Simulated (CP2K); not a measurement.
Runs of CP2K 2026.2 on RbCl. The structure is cubic, space group Fm-3m (No. 225). Conventional cell: a = 6.548 Å, b = 6.548 Å, c = 6.548 Å, α = 90.00°, β = 90.00°, γ = 90.00°. Around Rb (site symmetry m-3m) lie 6 Cl at 3.27 Å. Around Cl (site symmetry m-3m) lie 6 Rb at 3.27 Å. 

```tsv
task	level	potentials or basis	smearing	EPS_DEFAULT	NGRIDS	CUTOFF of the grids	points a segment of the path (NPOINTS)	bands added on the path	gap on the mesh (eV)	pressure (GPa)
band structure	r2SCAN	POTENTIAL_UZH Rb GTH-SCAN-q9, Cl GTH-SCAN-q7; TZVP-MOLOPT-SCAN-GTH basis	fermi-dirac 0.0259 eV	1.0E-9	5	675 Ry	10	6	5.66	0.6
band structure	PBEsol	POTENTIAL_UZH Rb GTH-PBE-q9, Cl GTH-PBE-q7; TZVP-MOLOPT-PBE-GTH basis	fermi-dirac 0.0259 eV	1.0E-9	5	450 Ry	8	2	(a)	0.3
band structure	LDA	GTH_POTENTIALS Rb GTH-PADE-q9, Cl GTH-PADE-q7; TZVP-MOLOPT-PBE-GTH basis	fermi-dirac 0.1 eV	1.0E-10	4	450 Ry	8	6	4.56	(b)
band structure	TB-mBJ	POTENTIAL_UZH Rb GTH-PBE-q9, Cl GTH-PBE-q7; TZVP-MOLOPT-PBE-GTH basis	fermi-dirac 0.0259 eV	1.0E-10	5	675 Ry	6	4	5.78	-
```

Alike in all rows: no spin polarisation; cell as given; k mesh 7 × 7 × 7.

Q: Estimate the missing entries.

A: (a) 4.84; (b) -1.2.

Caveats: the basis of atomic orbitals isn't converged, which shifts pressures, moduli and gaps; the potentials were made for another functional, which shifts forces and pressure (some runs); this is a model potential without an energy functional, so only levels have meaning (some runs).

A k mesh can miss the band edges, and the runs leave out spin-orbit coupling on Rb.
